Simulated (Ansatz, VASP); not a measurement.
## One calculation of HfB2, two programs

INCAR

```
SYSTEM = HfB2
PREC = Accurate ; ENCUT = 520
EDIFF = 1E-6 ; ISMEAR = -1
SIGMA = 0.05 ; LREAL = .FALSE.
LASPH = .TRUE. ; NELM = 100
ALGO = Normal ; ISIF = 2
LWAVE = .FALSE. ; LCHARG = .FALSE.
GGA = PE ; NBANDS = 15
```

KPOINTS

```
regular mesh
0
G
  10 10 8
  0 0 0
```

POSCAR

```
HfB2
1.0
    3.2015842624      0.0000000000      0.0000000000
   -1.6007921312      2.7726533036      0.0000000000
    0.0000000000      0.0000000000      3.5482526220
Hf B
1 2
Direct
    0.0000000000      0.0000000000      0.0000000000
    0.6666666667      0.3333333333      0.5000000000
    0.3333333333      0.6666666667      0.5000000000
```

input.yaml

```yaml
crystal:
  lattice:
    - [3.2015842624, 0.0, 0.0]
    - [-1.6007921312, 2.7726533036, 0.0]
    - [0.0, 0.0, 3.548252622]
  atoms:
    - { symbol: Hf, position: [0.0, 0.0, 0.0] }
    - { symbol: B, position: [0.6666666667, 0.3333333333, 0.5] }
    - { symbol: B, position: [0.3333333333, 0.6666666667, 0.5] }
hamiltonian:
  xc: pbe
  pseudopotentials: { kind: paw, azcp: { folder: soft_1 } }
kpoints:
  mp_grid: { grid: [10, 10, 8] }
scf:
  occupations: { method: fermi_dirac, width: 0.05 }
output:
  forces: true
  stress: true
  eigenvalues: true
```

Alike in both runs: task single point; functional PBE; k mesh 10 × 10 × 8; occupations fermi-dirac, width 0.05 eV; no spin polarisation.

```csv
,VASP,Ansatz
version,VASP 6.6.1,Ansatz 0.2.0
potentials or method,"VASP PAW PBE potentials, release 64 (Hf_pv, B)",Ansatz PAW soft_1
plane-wave cutoff (eV),520,420
valence electrons in the cell,16,32
```

Ansatz gave:

| Quantity | Value |
| --- | --- |
| gap on the k mesh at the Fermi level (eV) | none |
| pressure (GPa) | -11.9 |
| largest component of the traceless stress (GPa) | 1.48 |

**Question.** Which values does VASP return?

**Answer.** gap on the k mesh at the Fermi level (eV): none; pressure (GPa): -12.4; largest component of the traceless stress (GPa): 1.55.

A gap of «none» marks a metal or a gap that the smearing closes. The functional is the same, so the differences come from potentials, cutoffs and numerics. The two sets of potentials don't hold the same shells in valence.

Spin-orbit coupling is left out, which matters for the levels of Hf.
